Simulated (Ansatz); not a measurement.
**Ti: response to a stretch of c alone**

The task here is to estimate one member of a computed series from the others.

Method: DFT r2SCAN, scalar-relativistic, plane waves, PAW, in Ansatz 0.2.0.

2 further runs of the same task are left out: 2 set aside as unsound or not needed.

## The starting structure

Symmetry: P6_3/mmc, No. 194, hexagonal system. The conventional cell has a = 2.936 Å, b = 2.936 Å, c = 4.636 Å, α = 90.00°, β = 90.00°, γ = 120.00°. Ti (site symmetry -6m2) has 12 Ti at 2.87 to 2.94 Å as nearest neighbours.

Structure file:

```cif
data_structure
_symmetry_space_group_name_H-M 'P6_3/mmc'
_symmetry_Int_Tables_number 194
_cell_length_a 2.9358
_cell_length_b 2.9358
_cell_length_c 4.6362
_cell_angle_alpha 90.000
_cell_angle_beta 90.000
_cell_angle_gamma 120.000
_cell_volume 34.61
loop_
_atom_site_label
_atom_site_type_symbol
_atom_site_symmetry_multiplicity
_atom_site_Wyckoff_symbol
_atom_site_fract_x
_atom_site_fract_y
_atom_site_fract_z
_atom_site_occupancy
Ti1 Ti 2 c 0.33333 0.66667 0.25000 1
```

This cell was relaxed beforehand with the same method: volume 17.30 Å³/atom, gap on the mesh none (metal).

The first run:

Contents of input.yaml:

```yaml
crystal:
  lattice:
    - [2.9357969427, 0.0, 0.0]
    - [-1.4678984714, 2.5424747328, 0.0]
    - [0.0, 0.0, 4.6361929056]
  atoms:
    - { symbol: Ti, position: [0.3333333333, 0.6666666667, 0.25] }
    - { symbol: Ti, position: [0.6666666667, 0.3333333333, 0.75] }
basis:
  ecutwfc: 500
kpoints:
  mp_grid: { grid: [24, 24, 12] }
hamiltonian:
  xc: r2scan
scf:
  occupations: { method: gaussian, width: 0.1 }
output:
  forces: true
  stress: true
  eigenvalues: true
```

The run is started by

```console
ansatz run input.yaml --threads 1 --pin off --max-ram 2560MiB --backend cpu --events-out ev --progress --plain --runs-dir out
```

Steps of the session up to this table: The unstrained reference; At -1.0 %; Strain +1.0 %; Strain -2.0 %; At +2.0 %; At -3.0 %; Strain +3.0 %.

One of the session's tables, all rows but one given; the rest of the session is left out.

Lengths are those of the vectors of the cell that was run; stresses in GPa:

```
strain (%)  ΔE (meV/atom)  c (Å)
      -3.0           10.0  4.497
      -2.0            4.3  4.543
      -1.0            1.1  4.590
      +0.0            0.0  4.636
      +1.0              ?      ?
      +2.0            4.1  4.729
      +3.0            9.2  4.775
```

**Question.** Estimate the row for strain (%) = +1.0.

Worked estimate for «ΔE (meV/atom)». A straight line through the neighbours (0.0, 0.0) and (2.0, 4.1) gives 0.0 + (4.1 − 0.0) × (1.0 − 0.0) / (2.0 − 0.0) = 2.0; a parabola fitted to 4 rows on both sides gives 1.0.

The run gave: ΔE (meV/atom): 1.0; c (Å): 4.683. In «ΔE (meV/atom)» the line misses by +1.0 and the parabola by 0.0.

ΔE is over the unstrained cell. Stress in GPa, positive in compression, on the Cartesian axes of the input. 
